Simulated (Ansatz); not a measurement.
As:

```
As
1.0
     2.70368    0.00000    0.00000
     0.00000    2.70368    0.00000
     0.00000    0.00000    2.70368
As
1
Direct
  0.50000 0.50000 0.50000
```

This isn't the form of As at room conditions, which is rhombohedral.

```yaml
Program: Ansatz 0.2.0
Task: single point
Functional: PBE
Potentials_or_basis: all-electron LAPW, scalar-relativistic
Cutoff: 237 eV (chosen from the basis error)
Basis_error_allowed: 0.001 eV/atom
k_mesh: 10 × 10 × 10
Occupations: fermi-dirac, width 0.05 eV
Spin: no spin polarisation
```

On this cell: pressure 2.2 GPa; band gap on the k mesh none (metal or under the smearing width).

The same run follows on a disturbed copy (cell strained at random at fixed volume):

```
As
1.0
     2.71004   -0.01738   -0.01186
    -0.01738    2.72970    0.03326
    -0.01186    0.03326    2.67219
As
1
Direct
  0.48435 0.50553 0.49638
```

Problem. What does the disturbed cell give?

Solution. The energy (extrapolated to zero smearing) moves by +4.1 meV/atom; pressure 2.2 GPa; band gap on the k mesh none (metal or under the smearing width).

Stress tensor (GPa, compression positive):
```
 1.81  0.29  0.43
 0.29  0.42 -0.86
 0.43 -0.86  4.44
```
